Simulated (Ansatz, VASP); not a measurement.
# C: VASP beside Ansatz, part 2 of 2

One calculation is typed for both programs; each brings its own data sets. How far apart do they land? Of the first pair: The structure shown is frame 41 of Ansatz's trajectory.

VASP 6.6.1 and Ansatz 0.2.0.

So far. Step 4 (Comparison): The forces differ by 7.0 meV/Å r.m.s., which is 0.5 % of the r.m.s. force of 1.527 eV/Å (both taken over all components). With vacuum in the cell, a pressure given here is an average over mostly empty space and none of the material.

## Step 6: VASP: single point, PBE with D3(BJ), pair 2

Level of this step: PBE with D3(BJ); plane waves and PAW (C) (VASP).

The same cell, functional, mesh and smearing now go to VASP, with its own data sets.

The input, INCAR:

```
SYSTEM = C
PREC = Accurate
ENCUT = 520
EDIFF = 1E-06
NELM = 120
ISMEAR = 0
SIGMA = 0.05
LREAL = Auto
ALGO = Normal
GGA = PE
IVDW = 12
NBANDS = 144
LORBIT = 11
LWAVE = .FALSE.
LCHARG = .FALSE.
ISIF = 2
LASPH = .TRUE.
GGA_COMPAT = .FALSE.
EFERMI = MIDGAP
NCORE = 2
```

The input, POSCAR:

```
C
1.0
    8.8697000000      0.0000000000      0.0000000000
   -4.4348500000      7.6813900000      0.0000000000
    0.0000000000      0.0000000000     15.5300000000
C
52
Direct
    0.1561919995      0.2073973591      0.3887250483
    0.2057127871      0.0724738622      0.3891886671
    0.2366434621      0.5122510379      0.3900708307
    0.2864807814      0.3831468003      0.3900837090
    0.3031646329      0.8136418018      0.3976303928
    0.3564303522      0.6872454074      0.3969735995
    0.3789613989      0.1269431704      0.3930457180
    0.4218977184      0.9907451646      0.3898068255
    0.4626857316      0.4384102356      0.4030521571
    0.5096032807      0.3112457511      0.3855505473
    0.5441007785      0.7446048176      0.4055634256
    0.5946489405      0.6146673974      0.4007405023
    0.6042076976      0.0476997002      0.3844816484
    0.6675058375      0.9253924094      0.3910238249
    0.6820690833      0.3525143236      0.3821957502
    0.7259049076      0.2255451162      0.3807533806
    0.7661978903      0.6637080008      0.3853638120
    0.8200373827      0.5351895946      0.3797166774
    0.8459978110      0.9702801186      0.3880618158
    0.9027158731      0.8421522667      0.3883065035
    0.9131489545      0.2767077313      0.3781326465
    0.9762771816      0.1598668991      0.3819768191
    0.0010218021      0.5846337707      0.3878235673
    0.0560699930      0.4612837000      0.3795299420
    0.0787955391      0.8846055206      0.3885447521
    0.1257919830      0.7608909325      0.3957501610
    0.7314072711      0.1025205074      0.6174500966
    0.7918861407      0.2862763120      0.6090598841
    0.6545798970      0.3250453368      0.6124726336
    0.7152385560      0.5036588430      0.6151126851
    0.4272739423      0.0174057039      0.6124275596
    0.4756592696      0.1962535427      0.6148164842
    0.5866303327      0.5573210057      0.6215003220
    0.6403303551      0.7342160729      0.6174307791
    0.3556190175      0.2520116802      0.6191113973
    0.4103132349      0.4274226410      0.6219961365
    0.1224735695      0.9407542125      0.6156278171
    0.1791545514      0.1269822259      0.6127366388
    0.5124552473      0.7898179887      0.6281584031
    0.5502638356      0.9636797507      0.6184932389
    0.2834597533      0.4771532236      0.6118931101
    0.3376190281      0.6506374497      0.6162459755
    0.0420071902      0.1744345750      0.6193882807
    0.0950230913      0.3517201965      0.6102189311
    0.8157176073      0.8684105351      0.6116548616
    0.8568328852      0.0447705428      0.6179008371
    0.2083319237      0.7094809663      0.6099162910
    0.2560887915      0.8926639580      0.6170122344
    0.9678882926      0.4087801817      0.6119961365
    0.0229801583      0.5807021906      0.6139214424
    0.8919766093      0.6368118270      0.6128139086
    0.9483360144      0.8194089872      0.6130199614
```

The input, KPOINTS:

```
Automatic mesh
0
Gamma
1 1 1
0 0 0
```

PAW data sets: C (PBE family, release 64).

Launch:

```sh
$ mpirun -np 8 vasp_gam
```

Numbers of over 12 decimals in the logs are rounded to 6 here.

What it wrote:

```text
[... set-up lines as in an earlier step ...]
 entering main loop
       N       E                     dE             d eps       ncg     rms          rms(c)
DAV:   1     0.220251815251E+04    0.22025E+04   -0.10165E+05   296   0.129E+03
DAV:   2    -0.199817969879E+03   -0.24023E+04   -0.22895E+04   424   0.318E+02
DAV:   3    -0.496468478776E+03   -0.29665E+03   -0.29387E+03   352   0.120E+02
DAV:   4    -0.506665003336E+03   -0.10197E+02   -0.10150E+02   376   0.263E+01
[...]
DAV:  20    -0.474005897859E+03   -0.51712E-05   -0.19530E-07   232   0.834E-04    0.235E-04
DAV:  21    -0.474005899157E+03   -0.12987E-05   -0.74846E-08   224   0.497E-04    0.762E-05
DAV:  22    -0.474005899450E+03   -0.29274E-06   -0.19415E-08   216   0.282E-04
   1 F= -.48004510E+03 E0= -.48004510E+03  d E =0.000000E+00
```

Parts of OUTCAR (step 6):

```text
 Edisp (eV)   -6.03920

  Total      12.43724    17.51520    -3.11712    -0.70001     0.50230    -0.39974
  in kB      18.83278    26.52194    -4.72002    -1.05997     0.76059    -0.60530
  external pressure =       13.54 kB  Pullay stress =        0.00 kB

 POSITION                                       TOTAL-FORCE (eV/Angst)
 -----------------------------------------------------------------------------------
      0.46560      1.59310      6.03690        -0.047622     -1.451151     -0.763462
      1.50320      0.55670      6.04410        -2.594280     -0.451837      0.545182
     -0.17280      3.93480      6.05780        -1.737378     -1.473367     -0.536852
      0.84180      2.94310      6.05800        -1.086314      0.591854      1.222483
     -0.91940      6.24990      6.17520         0.269550     -0.275980     -0.407357
      0.11360      5.27900      6.16500         2.302749      1.828353      0.908545
      2.79830      0.97510      6.10400         1.502263      0.204080     -1.169850
     -0.65170      7.61030      6.05370         2.051418      1.901498      0.454752
      2.15960      3.36760      6.25940         1.000789     -0.823142     -1.948186
      3.13970      2.39080      5.98760        -0.346350     -1.864689      1.756436
      1.52380      5.71960      6.29840        -1.635717     -0.220253     -1.534727
      2.54840      4.72150      6.22350        -2.205037      0.777249      0.148031
      5.14760      0.36640      5.97100         0.643221     -0.995232      0.445213
      1.81660      7.10830      6.07260        -0.051666     -1.160476      0.505158
[...]
-----------------------------------------------------------------------------------
    total drift:                                0.022109      0.009582      0.034067

  FREE ENERGIE OF THE ION-ELECTRON SYSTEM (eV)
  ---------------------------------------------------
  free  energy   TOTEN  =      -480.0451010752 eV

  energy  without entropy=     -480.0451010752  energy(sigma->0) =     -480.04510108

[... 2 parts as in an earlier step ...]

[... 1 further part left out ...]
[key lines of the parts left out:]
E-fermi :  -0.4862
```

## Step 7: Comparison

Forces on 10 of the 52 atoms, those with the largest forces and the largest differences (eV/Å; atoms numbered as in POSCAR):

| atom | Ansatz x, y, z | VASP x, y, z |
| --- | --- | --- |
| C2 | -2.573, -0.443, 0.550 | -2.594, -0.452, 0.545 |
| C7 | 1.487, 0.194, -1.175 | 1.502, 0.204, -1.170 |
| C16 | 4.020, -0.553, -0.313 | 4.034, -0.544, -0.313 |
| C21 | 0.620, 1.868, 0.133 | 0.600, 1.867, 0.127 |
| C25 | -2.393, 3.735, 0.390 | -2.392, 3.737, 0.384 |
| C28 | -1.394, -3.471, 0.927 | -1.400, -3.468, 0.922 |
| C38 | -2.420, -2.045, 1.286 | -2.426, -2.045, 1.281 |
| C42 | -3.404, 3.764, 0.107 | -3.404, 3.772, 0.106 |
| C48 | -1.978, -2.965, -0.904 | -1.989, -2.966, -0.900 |
| C50 | -1.021, 4.309, -0.766 | -1.022, 4.319, -0.766 |

The forces differ by 6.5 meV/Å r.m.s., which is 0.4 % of the r.m.s. force of 1.473 eV/Å (both taken over all components). With vacuum in the cell, a pressure given here is an average over mostly empty space and none of the material.

## Step 8: Ansatz: dynamics, PBE with D3(BJ)

One frame of this run of dynamics is then solved in both programs, so the motion causes no difference.

The structure compared here is frame 124 of Ansatz's trajectory.

The input, input.yaml:

```yaml
crystal:
  lattice:
    - [8.8697, 0.0, 0.0]
    - [-4.43485, 7.68139, 0.0]
    - [0.0, 0.0, 15.53]
  atoms:
    - { symbol: C, position: [0.12821, 0.17949, 0.39053] }
    - { symbol: C, position: [0.17949, 0.05128, 0.39053] }
    - { symbol: C, position: [0.20513, 0.48718, 0.39053] }
    - { symbol: C, position: [0.25641, 0.35897, 0.39056] }
    - { symbol: C, position: [0.28205, 0.79487, 0.39053] }
    - { symbol: C, position: [0.33333, 0.66667, 0.39051] }
    - { symbol: C, position: [0.35897, 0.10256, 0.39056] }
    - { symbol: C, position: [0.41026, 0.97436, 0.39053] }
    - { symbol: C, position: [0.4359, 0.41026, 0.39053] }
    - { symbol: C, position: [0.48718, 0.28205, 0.39053] }
    - { symbol: C, position: [0.51282, 0.71795, 0.39053] }
    - { symbol: C, position: [0.5641, 0.58974, 0.39053] }
    - { symbol: C, position: [0.58974, 0.02564, 0.39053] }
    - { symbol: C, position: [0.64103, 0.89744, 0.39056] }
    - { symbol: C, position: [0.66667, 0.33333, 0.39051] }
    - { symbol: C, position: [0.71795, 0.20513, 0.39053] }
    - { symbol: C, position: [0.74359, 0.64103, 0.39056] }
    - { symbol: C, position: [0.79487, 0.51282, 0.39053] }
    - { symbol: C, position: [0.82051, 0.94872, 0.39053] }
    - { symbol: C, position: [0.87179, 0.82051, 0.39053] }
    - { symbol: C, position: [0.89744, 0.25641, 0.39056] }
    - { symbol: C, position: [0.94872, 0.12821, 0.39053] }
    - { symbol: C, position: [0.97436, 0.5641, 0.39053] }
    - { symbol: C, position: [0.02564, 0.4359, 0.39053] }
    - { symbol: C, position: [0.05128, 0.87179, 0.39053] }
    - { symbol: C, position: [0.10256, 0.74359, 0.39056] }
    - { symbol: C, position: [0.74359, 0.10256, 0.60944] }
    - { symbol: C, position: [0.79487, 0.28205, 0.60947] }
    - { symbol: C, position: [0.66667, 0.33333, 0.60949] }
    - { symbol: C, position: [0.71795, 0.51282, 0.60947] }
    - { symbol: C, position: [0.4359, 0.02564, 0.60947] }
    - { symbol: C, position: [0.48718, 0.20513, 0.60947] }
    - { symbol: C, position: [0.58974, 0.5641, 0.60947] }
    - { symbol: C, position: [0.64103, 0.74359, 0.60944] }
    - { symbol: C, position: [0.35897, 0.25641, 0.60944] }
    - { symbol: C, position: [0.41026, 0.4359, 0.60947] }
    - { symbol: C, position: [0.12821, 0.94872, 0.60947] }
    - { symbol: C, position: [0.17949, 0.12821, 0.60947] }
    - { symbol: C, position: [0.51282, 0.79487, 0.60947] }
    - { symbol: C, position: [0.5641, 0.97436, 0.60947] }
    - { symbol: C, position: [0.28205, 0.48718, 0.60947] }
    - { symbol: C, position: [0.33333, 0.66667, 0.60949] }
    - { symbol: C, position: [0.05128, 0.17949, 0.60947] }
    - { symbol: C, position: [0.10256, 0.35897, 0.60944] }
    - { symbol: C, position: [0.82051, 0.87179, 0.60947] }
    - { symbol: C, position: [0.87179, 0.05128, 0.60947] }
    - { symbol: C, position: [0.20513, 0.71795, 0.60947] }
    - { symbol: C, position: [0.25641, 0.89744, 0.60944] }
    - { symbol: C, position: [0.97436, 0.41026, 0.60947] }
    - { symbol: C, position: [0.02564, 0.58974, 0.60947] }
    - { symbol: C, position: [0.89744, 0.64103, 0.60944] }
    - { symbol: C, position: [0.94872, 0.82051, 0.60947] }
kpoints:
  mp_grid: { grid: [1, 1, 1] }
hamiltonian:
  xc: pbe
  dispersion: d3bj
scf:
  occupations: { method: gaussian, width: 0.05 }
output:
  forces: true
md:
  timestep: 1.0
  n_steps: 124
  ensemble: nvt_langevin
  temperature: 900
  initial_velocities: maxwell_boltzmann
  seed: 8415
```

Launch:

```sh
$ ansatz run input.yaml --threads 4 --pin off --max-ram 8192MiB --backend cpu --events-out ev --progress --plain --runs-dir out
```

What it wrote:

```text
[...]
Crystal: 52 atoms, lattice volume = 1058.084 Å³
Basis set: ecut = 420 eV, 20637 PW (Γ), exchange–correlation on 120×120×216 points (8 copies of the dense FFT grid, shifted against one another)
Bands: 156, of which v1, the nominal top of the filled ones, is band 104 counted from 1 (103 counted from 0)
Symmetry: 1 space group operations
k-points: 1
[...]
atom   7  C      2.79011659    -0.59182016    -0.97002858
  atom   8  C      1.13056132     3.57980324    -0.36309647
[...]
atom  49  C      0.33920692    -1.38980922    -0.19075327
  atom  50  C      1.16177287    -0.94352242     0.79203503
  atom  51  C     -1.84354929     0.10058496     1.73204349
  atom  52  C      0.21310153     0.25128248    -1.10590965
  max |Σ_I F_I| component: 1.22e-4 eV/Å
--- MD trajectory: 124 steps, t = 0.0 → 124.0 fs ---
[...]
[key lines of the parts left out:]
SCF converged after 8 iterations
Free energy (F): -13048.484886 eV
Fermi energy:    0.516998 eV
```

## Step 9: VASP: single point, PBE with D3(BJ), pair 3

The same cell, functional, mesh and smearing now go to VASP, with its own data sets.

INCAR is that of step 6.

The input, POSCAR:

```
C
1.0
    8.8697000000      0.0000000000      0.0000000000
   -4.4348500000      7.6813900000      0.0000000000
    0.0000000000      0.0000000000     15.5300000000
C
52
Direct
    0.1769928118      0.2076447101      0.3917514488
    0.2280320777      0.0877315173      0.3942884739
    0.2594567373      0.5277300072      0.3880103026
    0.3071062681      0.3947462634      0.3939665164
    0.3191076046      0.8317505035      0.3946233097
    0.3661485790      0.7041564092      0.3882485512
    0.4043195285      0.1421227148      0.3990792015
    0.4475573849      0.0028523483      0.3964906632
    0.4814823725      0.4470284675      0.3876690277
    0.5402267359      0.3211267752      0.3887314874
    0.5481039603      0.7526111810      0.3943335480
    0.6015697805      0.6244052183      0.3882356729
    0.6268746338      0.0497175641      0.3851770766
    0.6756610147      0.9251971323      0.3899227302
    0.7237712216      0.3785773148      0.3966645203
    0.7672645435      0.2482623588      0.3919896974
    0.7772760246      0.6678478765      0.3955183516
    0.8449849374      0.5529077420      0.3909401159
    0.8569128134      0.9765289876      0.3894591114
    0.9078377424      0.8534783418      0.3969220863
    0.9521872209      0.2943087124      0.3789890534
    0.9966880320      0.1597627513      0.3763296845
    0.0228445545      0.5998002966      0.3884095299
    0.0801527715      0.4692900634      0.3856600129
    0.0855062295      0.9029876103      0.3953766903
    0.1495539625      0.7820329394      0.3895106246
    0.7340905816      0.0943579222      0.6215325177
    0.7837286373      0.2731406686      0.6186992917
    0.6546950281      0.3186011907      0.6258918223
    0.6960305562      0.4942855395      0.6198325821
    0.4317884172      0.0208425819      0.6267482292
    0.4869170426      0.1983625359      0.6296522859
    0.5829720231      0.5543788299      0.6218222795
    0.6308097062      0.7344764424      0.6278106890
    0.3594051753      0.2547585789      0.6335028976
    0.4072401056      0.4274096225      0.6275724404
    0.1260760998      0.9441259980      0.6177012234
    0.1793986900      0.1246519185      0.6249774630
    0.5081696811      0.7839076001      0.6289632968
    0.5609443547      0.9725713705      0.6257179652
    0.2788385002      0.4839879241      0.6286606568
    0.3248520617      0.6551158059      0.6282421120
    0.0449892897      0.1780537116      0.6264842241
    0.0957828362      0.3541416332      0.6199613651
    0.8190078704      0.8645961213      0.6283193818
    0.8711577711      0.0435207690      0.6234320670
    0.1897773759      0.7047292222      0.6127688345
    0.2505713346      0.8880554171      0.6220090148
    0.9651130868      0.4053042483      0.6128718609
    0.0124432330      0.5825377959      0.6028267869
    0.8844334104      0.6291439440      0.6051706375
    0.9423723414      0.8100747391      0.6204958146
```

KPOINTS is that of step 6.

Launch:

```sh
$ mpirun -np 8 vasp_gam
```

What it wrote:

```text
[... set-up lines as in an earlier step ...]
 entering main loop
       N       E                     dE             d eps       ncg     rms          rms(c)
DAV:   1     0.218246378973E+04    0.21825E+04   -0.10188E+05   296   0.129E+03
DAV:   2    -0.202567364985E+03   -0.23850E+04   -0.22579E+04   432   0.318E+02
DAV:   3    -0.496275782398E+03   -0.29371E+03   -0.29089E+03   360   0.120E+02
DAV:   4    -0.506321883740E+03   -0.10046E+02   -0.10006E+02   360   0.261E+01
[...]
DAV:  20    -0.473282787342E+03   -0.49927E-05   -0.16362E-07   240   0.919E-04    0.295E-04
DAV:  21    -0.473282789121E+03   -0.17789E-05   -0.10393E-07   216   0.589E-04    0.864E-05
DAV:  22    -0.473282789286E+03   -0.16544E-06   -0.16143E-08   224   0.303E-04
   1 F= -.47921825E+03 E0= -.47921825E+03  d E =0.000000E+00
```

From OUTCAR (step 9):

```text
 Edisp (eV)   -5.93546

  Total      16.63638    19.11098    -4.11441    -0.83844    -0.70989     0.11994
  in kB      25.19123    28.93832    -6.23013    -1.26959    -1.07493     0.18162
  external pressure =       15.97 kB  Pullay stress =        0.00 kB

 POSITION                                       TOTAL-FORCE (eV/Angst)
 -----------------------------------------------------------------------------------
      0.64900      1.59500      6.08390        -3.310488      3.422529     -1.024992
      1.63350      0.67390      6.12330        -0.832434     -2.806746      0.625108
     -0.03910      4.05370      6.02580        -1.585459     -2.848133      0.146985
      0.97330      3.03220      6.11830        -1.354318     -0.893764     -0.993904
     -0.85830      6.38900      6.12850         1.809694     -0.300917     -0.642432
      0.12480      5.40890      6.02950         4.317966      0.613791      0.929806
      2.95590      1.09170      6.19770         2.790527     -0.594588     -0.964720
      3.95705      0.02191      6.15750         1.128125      3.583658     -0.360175
      2.28810      3.43380      6.02050         1.294138     -1.293489      0.276303
      3.36750      2.46670      6.03700        -1.325615     -0.279156      1.473015
      1.52380      5.78110      6.12400         0.061903     -1.336274     -0.913238
      2.56660      4.79630      6.02930         0.389068      0.396756      0.939381
      5.33970      0.38190      5.98180        -1.535654      4.562314      1.647960
      1.88980      7.10680      6.05550         1.714364      1.197232     -0.166373
[...]
-----------------------------------------------------------------------------------
    total drift:                               -0.018918     -0.011929      0.025682

  FREE ENERGIE OF THE ION-ELECTRON SYSTEM (eV)
  ---------------------------------------------------
  free  energy   TOTEN  =      -479.2182456755 eV

  energy  without entropy=     -479.2182456755  energy(sigma->0) =     -479.21824568

[... 2 parts as in an earlier step ...]

[... 1 further part left out ...]
[key lines of the parts left out:]
E-fermi :  -0.4824
```

## Step 10: Comparison

Forces on 8 of the 52 atoms, those with the largest forces and the largest differences (eV/Å; atoms numbered as in POSCAR):

| atom | Ansatz x, y, z | VASP x, y, z |
| --- | --- | --- |
| C1 | -3.292, 3.411, -1.027 | -3.310, 3.423, -1.025 |
| C6 | 4.321, 0.598, 0.929 | 4.318, 0.614, 0.930 |
| C13 | -1.540, 4.539, 1.649 | -1.536, 4.562, 1.648 |
| C16 | 2.231, -3.252, -1.458 | 2.233, -3.282, -1.453 |
| C26 | -4.774, -1.753, 0.732 | -4.772, -1.743, 0.728 |
| C30 | 4.956, 2.626, -1.043 | 4.968, 2.632, -1.044 |
| C32 | -3.989, -1.930, 0.463 | -3.991, -1.935, 0.465 |
| C42 | -1.256, 2.248, -1.085 | -1.269, 2.275, -1.078 |

The forces differ by 8.4 meV/Å r.m.s., which is 0.5 % of the r.m.s. force of 1.698 eV/Å (both taken over all components). With vacuum in the cell, a pressure given here is an average over mostly empty space and none of the material.

## Step 11: Summary of results

```yaml
r_m_s_force_difference_single_point_pbe_with_d3_bj_pair_1: 0.46 % of the r.m.s. force
r_m_s_force_difference_single_point_pbe_with_d3_bj_pair_2: 0.44 % of the r.m.s. force
r_m_s_force_difference_single_point_pbe_with_d3_bj_pair_3: 0.49 % of the r.m.s. force
```

What this shows: The r.m.s. force difference is 0.49 % of the r.m.s. force (single point, PBE with D3(BJ), pair 3), within the 3 % picked in this series as the mark of a large difference. Such differences can come from data sets, numerical settings and the points named under the comparisons, not from the functional's error against experiment.

[Lines on the potential files, build, host, timing and source positions are cut from VASP's logs without a mark.]

[Logs are printed without paths, hosts, clocks, repeated set-up lines and the standing remarks that a program may print on its own settings, such as how far it seeks lower states.]

[Hosts, paths, dates, database ids (printed as entryN), source tags and the programs' standing remarks are cut or masked in the printed files.]
